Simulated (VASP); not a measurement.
Rh under changes of volume

One of the cells (13.638 Å³/atom); the others are scaled copies at fixed shape and fractional positions:

```
CELL_PARAMETERS angstrom
0.00000 1.89632 1.89632
1.89632 0.00000 1.89632
1.89632 1.89632 0.00000
ATOMIC_POSITIONS crystal
Rh 0.00000 0.00000 0.00000
```

| Quantity | Value |
| --- | --- |
| Program | VASP 6.6.1 |
| Functional | PBE |
| Dispersion | D3(BJ) |
| Potentials or basis | VASP PAW PBE potentials, release 64 (Rh_pv) |
| Cutoff | 520 eV |
| k mesh | 10 × 10 × 10 |
| Occupations | fermi-dirac, width 0.05 eV |
| Spin | no spin polarisation |

```csv
volume (Å³/atom),energy over the lowest point (meV/atom),pressure (GPa)
13.093,?,?
13.366,5.36,6.5
13.638,0.00,0.4
13.911,4.32,-4.9
14.184,17.15,-9.6
```

**Question.** What does the run at 13.093 Å³/atom give?

**Answer.** Energy over the lowest point 21.62 meV/atom; pressure 13.2 GPa.

Worked out: A Birch-Murnaghan fit of order 2 (a polynomial in V^(-2/3)) to the other rows has its minimum at 13.65 Å³/atom with B0 = V·E''(V) = 279 GPa. It gives 21.22 meV/atom at 13.093 Å³/atom, against the run's 21.62, and -dE/dV = 12.6 GPa, against 13.2.

Energies are extrapolated to zero smearing.

Caveats: pairwise dispersion overbinds metals, which lowers pressure and volume.
